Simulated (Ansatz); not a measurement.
# MoSi2N4 monolayer in a perpendicular field

Wanted: the out-of-plane response of the MoSi2N4 monolayer. A positive field points along +c.

Method: plane-wave DFT, PBE-D3(BJ), Ansatz PAW (set soft_1); PAW set soft_1, in Ansatz 0.2.0.

**1. Starting point**

The cell holds 7 atoms: 4 N, 2 Si and 1 Mo. Cell: a = 2.920 Å, b = 2.920 Å, c = 44.762 Å, α = 90.0°, β = 90.0°, γ = 120.0°. Vacuum lies along c.

Coordinates:

```xyz
7
Lattice="2.9200 0.0000 0.0000 -1.4600 2.5288 0.0000 0.0000 0.0000 44.7618" Properties=species:S:1:pos:R:3
N     0.0000    0.0000   18.9500
Si    0.0000    1.6859   19.4194
N     0.0000    1.6859   21.1694
Mo    0.0000    0.0000   22.3809
N     0.0000    1.6859   23.5924
Si    0.0000    1.6859   25.3424
N     0.0000    0.0000   25.8118
```

**2. Relaxing the slab**

The starting cell is a guess, so the in-plane lattice and the atoms are relaxed first, with the slab cut off from its images along the normal.

Contents of input.yaml:

```yaml
crystal:
  lattice:
    - [2.92, 0.0, 0.0]
    - [-1.46, 2.5287941791, 0.0]
    - [0.0, 0.0, 44.7617906189]
  atoms:
    - { symbol: "N", position: [0.0, 0.0, 0.4233521434] }
    - { symbol: Si, position: [0.3333333333, 0.6666666667, 0.4338394871] }
    - { symbol: "N", position: [0.3333333333, 0.6666666667, 0.4729353314] }
    - { symbol: Mo, position: [0.0, 0.0, 0.5] }
    - { symbol: "N", position: [0.3333333333, 0.6666666667, 0.5270646686] }
    - { symbol: Si, position: [0.3333333333, 0.6666666667, 0.5661605129] }
    - { symbol: "N", position: [0.0, 0.0, 0.5766478566] }
  periodic: [true, true, false]
kpoints:
  mp_grid: { grid: [12, 12, 1] }
hamiltonian:
  xc: pbe
  dispersion: d3bj
  pseudopotentials: { kind: paw, azcp: { folder: soft_1 } }
scf:
  occupations: { method: fermi_dirac, width: 0.05 }
  convergence: { dr2_threshold: 1.0e-09 }
relax:
  f_tol: 0.004
  max_steps: 90
  cell: {}
output:
  write_potential: true
  write_density: true
  volumetric_format: npy
```

Run with:

```console
$ ansatz run input.yaml --threads 2 --pin off --max-ram 3072MiB --backend cpu --events-out ev --progress --plain --runs-dir out
```

Numbers of over 12 decimals in the logs are rounded to 6 here.

Log:

```text
Warning: relax.cell: scf.convergence.dr2_threshold = 1e-9 eV is looser than the 2.46201478023e-10 eV advised for a relaxation that steers and ends on the stress (1e-10 eV for each atom of the cell: 7, times the square of relax.cell.stress_2d_tol = 0.05 N/m over 16.9 Å (the atoms' height at the walk's start and 5 Å past either face), 2.965e-2 GPa, over a crystal's default 0.05). What an SCF threshold leaves in a stress goes as its square root, and in the free energy as the threshold itself, and one threshold admits the most on a small cell: [figures from the program's tests cut] Set scf.convergence.dr2_threshold to 2.46201478023e-10 eV or tighter. [rest of the remark cut]
Engine: ansatz 0.2.0, aarch64-unknown-linux-gnu
Pseudopotentials: kind: paw
Pseudopotential: N, paw, valence charge 5, recommended cutoff 420 eV (normal), soft_1/N.paw.azcp
Pseudopotential: Si, paw, valence charge 4, recommended cutoff 420 eV (normal), soft_1/Si.paw.azcp
Pseudopotential: Mo, paw, valence charge 14, recommended cutoff 420 eV (normal), soft_1/Mo.paw.azcp
Functional definition: PBE
  parameter kappa = 0.804
  parameter beta = 0.066725
  exchange = pbe_x(kappa = kappa, mu = beta*pi^2/3)
  correlation = pbe_c(beta = beta)
Crystal: 7 atoms, lattice volume = 330.525 Å³
Basis set: ecut = 420 eV, 6413 PW (Γ), exchange–correlation on 40×40×600 points (8 copies of the dense FFT grid, shifted against one another)
Bands: 28, of which v1, the nominal top of the filled ones, is band 21 counted from 1 (20 counted from 0)
Symmetry: 12 space group operations
Space group: P-6m2 (ITA 187), of the structure as read, at distance tolerance 6.9e-5 Å
k-points: 19 of 144 (time reversal used)
Non-local potential: N, projectors of the file, l = 0: 2, l = 1: 2, l = 2: 1
Non-local potential: Si, projectors of the file, l = 0: 2, l = 1: 2, l = 2: 1
Non-local potential: Mo, projectors of the file, l = 0: 3, l = 1: 2, l = 2: 2, l = 3: 1
PAW form: soft (Blöchl's): semilocal exchange-correlation on the pseudo side does not see the compensation charge
PAW one-centre angular grid: N, 110 points (default); XC on 64 Gauss nodes
PAW one-centre angular grid: Si, 110 points (default); XC on 64 Gauss nodes
PAW one-centre angular grid: Mo, 590 points (default); XC on 64 Gauss nodes
Initial density: superposition of atomic densities (neutral atoms: chi_scale 0, normalization atom)
Initial wavefunctions: pseudopotential atomic-orbital guess
Functional: x = pbe(κ = 0.804, μ = 0.219515), c = pbe(β = 0.066725)
SCF iter   1: F=—  HF=-7781.620116 eV  |F-HF|=—  |Δ(HF+E_count)|=         —  Δρ=9.71e-2  dr2=3.63e1  ethr=3.10e-3  ⟨swp⟩=17.6  Hψ=5143  notcnv=0  defer=1
preconditioner: auto → Resta (q_TF=auto, 1.934 Å⁻¹)  ε∞=1.8  [insulator: Δε(μ)=1.999 eV  Ē_g=13.684 eV  σ=0.050 eV  W_gap=1.00  n_scr=26 (ndim 8)  ℏωp=11.9 eV  f_vac=0.758  D(μ)=0.00/eV (n_scr^D=0)  ε∞_Penn≈1.8  vacuum switching on, ρ_ref=1.4e-2 e/Å³]
SCF iter   2: F=—  HF=-7774.632218 eV  |F-HF|=—  |Δ(HF+E_count)|=    6.99e0  Δρ=6.46e-2  dr2=1.98e1  ethr=3.10e-3  ⟨swp⟩=6.5  Hψ=2231  notcnv=0  defer=26
preconditioner: auto → LDOS  [insulator: Δε(μ)=0.242 eV  Ē_g=11.172 eV  σ=0.050 eV  W_gap=0.84  n_scr=26 (ndim 8)  ℏωp=11.9 eV  f_vac=0.763  D(μ)=0.09/eV (n_scr^D=2)  ε∞_Penn≈2.1  β→1.0]
SCF iter   3: F=—  HF=-7772.508903 eV  |F-HF|=—  |Δ(HF+E_count)|=    2.12e0  Δρ=2.56e-2  dr2=3.86e0  ethr=3.10e-3  ⟨swp⟩=5.8  Hψ=1668  notcnv=0  defer=35
SCF iter   4: F=—  HF=-7771.721136 eV  |F-HF|=—  |Δ(HF+E_count)|=   7.88e-1  Δρ=7.34e-3  dr2=2.19e-1  ethr=3.10e-3  ⟨swp⟩=4.9  Hψ=1509  notcnv=0  defer=25
SCF iter   5: F=—  HF=-7771.770918 eV  |F-HF|=—  |Δ(HF+E_count)|=   4.98e-2  Δρ=5.43e-3  dr2=3.88e-1  ethr=5.22e-4  ⟨swp⟩=5.5  Hψ=1704  notcnv=0  defer=35
SCF iter   6: F=—  HF=-7771.694259 eV  |F-HF|=—  |Δ(HF+E_count)|=   7.67e-2  Δρ=1.71e-3  dr2=2.19e-2  ethr=5.22e-4  ⟨swp⟩=4.1  Hψ=1147  notcnv=0  defer=32
SCF iter   7: F=—  HF=-7771.691515 eV  |F-HF|=—  |Δ(HF+E_count)|=   2.74e-3  Δρ=4.39e-4  dr2=6.03e-4  ethr=5.20e-5  ⟨swp⟩=3.6  Hψ=1220  notcnv=0  defer=32
SCF iter   8: F=—  HF=-7771.691541 eV  |F-HF|=—  |Δ(HF+E_count)|=   2.67e-5  Δρ=1.14e-4  dr2=3.64e-5  ethr=1.44e-6  ⟨swp⟩=3.5  Hψ=1193  notcnv=0  defer=32
SCF iter   9: F=—  HF=-7771.691551 eV  |F-HF|=—  |Δ(HF+E_count)|=   9.63e-6  Δρ=4.19e-5  dr2=6.81e-6  ethr=8.66e-8  ⟨swp⟩=4.2  Hψ=1364  notcnv=0  defer=32
SCF iter  10: F=—  HF=-7771.691556 eV  |F-HF|=—  |Δ(HF+E_count)|=   5.32e-6  Δρ=6.95e-6  dr2=2.40e-7  ethr=1.62e-8  ⟨swp⟩=3.3  Hψ=1014  notcnv=0  defer=32
SCF iter  11: F=—  HF=-7771.691515 eV  |F-HF|=—  |Δ(HF+E_count)|=   4.10e-5  Δρ=1.70e-6  dr2=1.14e-8  ethr=5.72e-10  ⟨swp⟩=3.9  Hψ=1301  notcnv=0  defer=32
SCF iter  12: F=-7771.691515 eV  HF=-7771.691515 eV  |F-HF|=3.17e-9  |Δ(HF+E_count)|=   8.31e-9  Δρ=5.29e-7  dr2=5.68e-10  ethr=2.38e-12  ⟨swp⟩=11.7  Hψ=5334  notcnv=0
SCF 1 converged in 12 iterations: F = -7771.691515 eV  dr2 = 5.68e-10
  greatest PAW one-centre occupation: 0.999 electrons in one spin orbital (limit 2), on the Mo atom at site 3 (counted from 0), in its partial waves of l = 0
relax step   1: F+E_penalty+E_count = -7771.69151542 eV  Δ(F+E_penalty+E_count) = +0.000e0 eV  max|allowed force component| = 7.187e-1 eV/Å  Δτ_max = 0.0000 Å  P = -4.799 N/m  Ω = 330.525 Å³  fix = [c, alpha, beta]  reactions: c -0.000 N/m  (12 SCF iters, accepted)
Crystal: 7 atoms, lattice volume = 322.594 Å³
Basis set: ecut = 420 eV, 6293 PW (Γ), exchange–correlation on 40×40×600 points (8 copies of the dense FFT grid, shifted against one another)
Initial density: handed on by an earlier stage of this run
Initial wavefunctions: those handed on with the density
iter 1 solved again at ethr=6.21e-4 eV; its pass at ethr=3.10e-3 eV (dr2=2.61e-1 eV) is discarded
SCF iter   1: F=—  HF=-7771.844472 eV  |F-HF|=—  |Δ(HF+E_count)|=         —  Δρ=8.82e-3  dr2=2.57e-1  ethr=6.21e-4  ⟨swp⟩=2.1  Hψ=5149  notcnv=0
preconditioner: auto → Resta (q_TF=auto, 1.942 Å⁻¹)  ε∞=2.0  [insulator: Δε(μ)=2.262 eV  Ē_g=11.817 eV  σ=0.050 eV  W_gap=1.00  n_scr=26 (ndim 8)  ℏωp=12.1 eV  f_vac=0.762  D(μ)=0.00/eV (n_scr^D=0)  ε∞_Penn≈2.0  vacuum switching on, ρ_ref=1.0e-2 e/Å³]
SCF iter   2: F=—  HF=-7771.800509 eV  |F-HF|=—  |Δ(HF+E_count)|=   4.40e-2  Δρ=4.04e-3  dr2=5.99e-2  ethr=6.11e-4  ⟨swp⟩=4.9  Hψ=1098  notcnv=0  defer=3
SCF iter   3: F=—  HF=-7771.793281 eV  |F-HF|=—  |Δ(HF+E_count)|=   7.23e-3  Δρ=2.80e-3  dr2=2.76e-2  ethr=1.43e-4  ⟨swp⟩=5.1  Hψ=1486  notcnv=0  defer=32
SCF iter   4: F=—  HF=-7771.789647 eV  |F-HF|=—  |Δ(HF+E_count)|=   3.63e-3  Δρ=1.13e-3  dr2=2.85e-3  ethr=6.57e-5  ⟨swp⟩=3.6  Hψ=1026  notcnv=0  defer=32
[...]
SCF iter   7: F=—  HF=-7771.796755 eV  |F-HF|=—  |Δ(HF+E_count)|=   1.42e-7  Δρ=3.64e-6  dr2=2.08e-8  ethr=8.61e-10  ⟨swp⟩=3.0  Hψ=1089  notcnv=0
SCF iter   8: F=-7771.796755 eV  HF=-7771.796755 eV  |F-HF|=7.03e-10  |Δ(HF+E_count)|=   3.02e-8  Δρ=5.99e-7  dr2=8.25e-10  ethr=2.38e-12  ⟨swp⟩=11.9  Hψ=5519  notcnv=0
SCF 3 converged in 8 iterations: F = -7771.796755 eV  dr2 = 8.25e-10
relax step   3: F+E_penalty+E_count = -7771.79675534 eV  Δ(F+E_penalty+E_count) = -7.499e-3 eV  max|allowed force component| = 1.239e-1 eV/Å  Δτ_max = 0.0151 Å  P = -0.121 N/m  Ω = 323.063 Å³  energy of the carried Pulay correction = +2.720e-3 eV  fix = [c, alpha, beta]  reactions: c -0.000 N/m  (8 SCF iters, accepted)
[...]
relax step   4: F+E_penalty+E_count = -7771.79741959 eV  Δ(F+E_penalty+E_count) = -6.642e-4 eV  max|allowed force component| = 6.253e-2 eV/Å  Δτ_max = 0.0059 Å  P = -0.384 N/m  Ω = 323.139 Å³  energy of the carried Pulay correction = +2.692e-3 eV  fix = [c, alpha, beta]  reactions: c -0.000 N/m  (8 SCF iters, accepted)
[...]
relax step   5: F+E_penalty+E_count = -7771.79771027 eV  Δ(F+E_penalty+E_count) = -2.907e-4 eV  max|allowed force component| = 1.226e-2 eV/Å  Δτ_max = 0.0008 Å  P = +0.151 N/m  Ω = 322.743 Å³  energy of the carried Pulay correction = +2.838e-3 eV  fix = [c, alpha, beta]  reactions: c +0.000 N/m  (7 SCF iters, accepted)
[...]
relax step   6: F+E_penalty+E_count = -7771.79768062 eV  Δ(F+E_penalty+E_count) = +2.966e-5 eV  max|allowed force component| = 3.736e-4 eV/Å  Δτ_max = 0.0003 Å  P = +0.011 N/m  Ω = 322.878 Å³  energy of the carried Pulay correction = +2.788e-3 eV  fix = [c, alpha, beta]  reactions: c +0.000 N/m  (6 SCF iters, accepted)
[...]
relax step   7: F+E_penalty+E_count = -7771.79531507 eV  Δ(F+E_penalty+E_count) = +2.366e-3 eV  max|allowed force component| = 4.025e-4 eV/Å  Δτ_max = 0.0000 Å  P = -0.061 N/m  Ω = 322.878 Å³  fix = [c, alpha, beta]  reactions: c -0.000 N/m  stress off target by 6.09e-2 N/m on what of the cell is left free  SCF on the basis re-selected at this cell (its energy is not comparable with the rows above)  (5 SCF iters)
[...]
relax step   8: F+E_penalty+E_count = -7771.79533799 eV  Δ(F+E_penalty+E_count) = -2.292e-5 eV  max|allowed force component| = 9.694e-5 eV/Å  Δτ_max = 0.0002 Å  P = -0.000 N/m  Ω = 322.822 Å³  energy of the carried Pulay correction = +2.052e-5 eV  fix = [c, alpha, beta]  reactions: c -0.000 N/m  (6 SCF iters, accepted)
iter 1 solved again at ethr=1.96e-7 eV; its pass at ethr=3.10e-3 eV (dr2=8.23e-5 eV) is discarded
SCF iter   1: F=—  HF=-7771.795265 eV  |F-HF|=—  |Δ(HF+E_count)|=         —  Δρ=3.30e-6  dr2=1.72e-8  ethr=1.96e-7  ⟨swp⟩=6.8  Hψ=8156  notcnv=0
eigensolver tolerance schedule: the retry pair's looser diagonalisation over-reported the residual by 4796.81 of it (diagonalisation noise at 0.44 of the residual, at the tolerance the schedule requests for it); recorded, not acted on — ethr = c·dr2/N_el stays at c = 1.0e-1
SCF iter   2: F=—  HF=-7771.795316 eV  |F-HF|=—  |Δ(HF+E_count)|=   5.01e-5  Δρ=1.89e-6  dr2=1.31e-8  ethr=4.08e-11  ⟨swp⟩=6.6  Hψ=2335  notcnv=0
SCF iter   3: F=—  HF=-7771.795316 eV  |F-HF|=—  |Δ(HF+E_count)|=   2.01e-9  Δρ=1.17e-6  dr2=2.81e-9  ethr=3.13e-11  ⟨swp⟩=2.8  Hψ=734  notcnv=0
SCF iter   4: F=-7771.795316 eV  HF=-7771.795316 eV  |F-HF|=1.58e-10  |Δ(HF+E_count)|=  1.89e-10  Δρ=7.64e-7  dr2=9.51e-10  ethr=2.38e-12  ⟨swp⟩=18.2  Hψ=5667  notcnv=0
SCF 9 converged in 4 iterations: F = -7771.795316 eV  dr2 = 9.51e-10
relax step   9: F+E_penalty+E_count = -7771.79531555 eV  Δ(F+E_penalty+E_count) = +2.244e-5 eV  max|allowed force component| = 1.211e-4 eV/Å  Δτ_max = 0.0000 Å  P = -0.001 N/m  Ω = 322.822 Å³  fix = [c, alpha, beta]  reactions: c -0.000 N/m  stress off target by 5.91e-4 N/m on what of the cell is left free  SCF on the basis re-selected at this cell (its energy is not comparable with the rows above)  (4 SCF iters)
basis re-selected at this cell: Δ(F+E_penalty+E_count) = +2.244e-5 eV, ΔP = -0.000 N/m vs the last step (what re-selecting the basis moved, of the pressure what is left beyond the Pulay correction that the steps carried, after the strain that the cell walked since its last selection, with what the two solves' SCF thresholds leave and, on support functions, any second-order correction that the steps lacked; it is no m [...]
WARN: The output density's exchange-correlation potential varies sharply where the density is thin. Do not read a vacuum level from v_tot or v_xc, or from such a field of the output density. On a cell that repeats whose density bears no net charge and no dipole along the vacuum's axis use v_es (v_loc + v_h of the components); under efield.dipole_correction with no amplitude use v_es + v_field, which holds any externa [...]
SCF converged after 4 iterations
Free energy (F): -7771.795316 eV
Harris-Foulkes:  -7771.795316 eV  (|F-HF|=1.58e-10)
Internal energy: -7771.795316 eV  (E = F + TS)
E sigma→0 (E₀):  -7771.795316 eV
Fermi energy:    -4.521231 eV
--- Per-component energies (eV) ---
  E_band       = -815.349479
  E_kinetic    = 1037.015974
  E_local      = -191156.356156  (includes V_loc(G=0)·N_el)
  E_nonlocal   = 328.322652
  E_hartree    = 94921.321480
  E_xc         = -531.857394
  E_vxc        = -623.271545  (∫ρ·V_xc dr)
  E_paw        = -4747.219000  (= ΣΔE_a)
  E_vpaw       = -243.701764  (= ΣTr[D̂ρ^β])
  E_aug_tail   = 0.003590  (compensation charges beyond the density's cutoff)
  E_ewald      = 92378.823687
  E_disp       = -1.850146  (pairwise vdW)
  E_smearing   = -0.000000  (= −TS)
  E_closure    = 0.000000  (closes the sum)
  Σ components = -7771.795316   (vs F -7771.795316, Δ=0.00e0)
--- Forces (eV/Å), atoms counted from 1 ---
  atom   1  N     -0.00000000    -0.00000000    -0.00006858
  atom   2  Si     0.00000000     0.00000000    -0.00007628
  atom   3  N     -0.00000000    -0.00000000     0.00012111
  atom   4  Mo     0.00000000    -0.00000000    -0.00000000
  atom   5  N     -0.00000000    -0.00000000    -0.00012111
  atom   6  Si     0.00000000     0.00000000     0.00007628
  atom   7  N      0.00000000    -0.00000000     0.00006858
  max |Σ_I F_I| component: 2.59e-16 eV/Å
--- 2D stress c σ (N/m, compression-positive) ---
       -0.000591      -0.000000      -0.000000
       -0.000000      -0.000591      -0.000000
       -0.000000      -0.000000      -0.000000
  P = ½ c Tr σ = -0.0006 N/m
--- Band table (eV; the first three rows and the last of 19) ---
  k-point 0: bands = [... 17 lower, -7.8429, -7.8429, -7.7803, -5.5429, -2.5620, -2.5620, -2.2628, -2.2628, ... 3 higher]
  k-point 1: bands = [... 17 lower, -8.1145, -7.9876, -7.5477, -5.6247, -2.7375, -2.5896, -2.3717, -2.0693, ... 3 higher]
  k-point 2: bands = [... 17 lower, -8.3675, -8.3417, -7.5875, -5.9996, -2.8390, -2.6457, -2.3482, -1.6001, ... 3 higher]
  k-point 18: bands = [... 17 lower, -9.5066, -7.5627, -6.8494, -5.8930, -3.5027, -2.1855, -1.3521, -0.3312, ... 3 higher]
  ° read free of the cell's end (the report's vacuum.weakly_bound_levels)
--- Relaxed structure (7 steps of the walk, 7 accepted, 2 SCFs on fresh bases) ---
  F+E_penalty+E_count = -7771.79531555 eV   max|allowed force component| = 1.211e-4 eV/Å   (the final SCF, on the basis selected at the relaxed cell)
  cell:  # Å, volume = 322.8224 Å³
    - [2.885777, 0, 0]
    - [-1.442889, 2.499156, 0]
    - [0, 0, 44.7617906189]
  atoms:
    - { symbol: N, position: [1.0214731234258073e-17, -5.207489833058447e-17, 0.421161] }
    - { symbol: Si, position: [0.333333, 0.666667, 0.432893] }
    - { symbol: N, position: [0.333333, 0.666667, 0.472004] }
    - { symbol: Mo, position: [1.0573552618554984e-17, -5.1357255561990646e-17, 0.5] }
    - { symbol: N, position: [0.333333, 0.666667, 0.527996] }
    - { symbol: Si, position: [0.333333, 0.666667, 0.567107] }
    - { symbol: N, position: [1.0932374002851913e-17, -5.063961279339679e-17, 0.578839] }
```

Wall time 98 s (2 threads of Arm Neoverse V1, shared host); peak memory 0.56 GiB.

The steps of the relaxation:

| step | energy less that of the first step (eV) | largest force component (eV/Å) | volume (Å³) |
| --- | --- | --- | --- |
| 1 | 0.0000 | 0.7187 | 330.52 |
| 2 | -0.0977 | 0.3404 | 322.59 |
| 3 | -0.1052 | 0.1239 | 323.06 |
| 4 | -0.1059 | 0.0625 | 323.14 |
| 5 | -0.1062 | 0.0123 | 322.74 |
| 6 | -0.1062 | 0.0004 | 322.88 |
| 7* | -0.1038 | 0.0004 | 322.88 |
| 8 | -0.1038 | 0.0001 | 322.82 |
| 9* | -0.1038 | 0.0001 | 322.82 |

Relaxation steps marked * repeat the geometry before them on a plane-wave basis chosen anew for their cell, so energy and pressure can jump there.

Forces are held to the 12 operations that the run works with; a distortion that breaks them can't arise in this run.

| cell as run | before | after | change |
| --- | --- | --- | --- |
| a (Å) | 2.920 | 2.886 | -1.2 % |
| b (Å) | 2.920 | 2.886 | -1.2 % |

The atoms that moved most (Å, along periodic axes as changes of fractional coordinates times the final cell, across vacuum about the mean position):

| atom | dx | dy | dz | length |
| --- | --- | --- | --- | --- |
| N1 | 0.000 | 0.000 | -0.098 | 0.098 |
| N7 | 0.000 | 0.000 | 0.098 | 0.098 |
| Si6 | 0.000 | 0.000 | 0.042 | 0.042 |
| Si2 | 0.000 | 0.000 | -0.042 | 0.042 |
| N5 | 0.000 | 0.000 | 0.042 | 0.042 |
| N3 | 0.000 | 0.000 | -0.042 | 0.042 |

Final coordinates:

```cif
data_structure
_symmetry_space_group_name_H-M 'P 1'
_symmetry_Int_Tables_number 1
_cell_length_a 2.8858
_cell_length_b 2.8858
_cell_length_c 44.7618
_cell_angle_alpha 90.000
_cell_angle_beta 90.000
_cell_angle_gamma 120.000
_cell_volume 322.82
loop_
_atom_site_label
_atom_site_type_symbol
_atom_site_fract_x
_atom_site_fract_y
_atom_site_fract_z
_atom_site_occupancy
N1 N 0.00000 0.00000 0.42116 1
Si2 Si 0.33333 0.66667 0.43289 1
N3 N 0.33333 0.66667 0.47200 1
Mo4 Mo 0.00000 0.00000 0.50000 1
N5 N 0.33333 0.66667 0.52800 1
Si6 Si 0.33333 0.66667 0.56711 1
N7 N 0.00000 0.00000 0.57884 1
```

This step gave:

| Quantity | Value |
| --- | --- |
| gap on the k-mesh | 2.040 eV |

The lattice constant a goes from 2.920 to 2.886 Å.

[end of part 1 of 2]

[Logs are printed without paths, hosts, clocks, repeated set-up lines and the standing remarks that a program may print on its own settings, such as how far it seeks lower states.]

[Hosts, paths, dates, database ids (printed as entryN), source tags and the programs' standing remarks are cut or masked in the printed files.]

[Maps of the electrostatic potential energy from Ansatz leave out the sawtooth potential of an applied field or a dipole correction, so their vacuum need not be flat; planar profiles and work functions include it.]
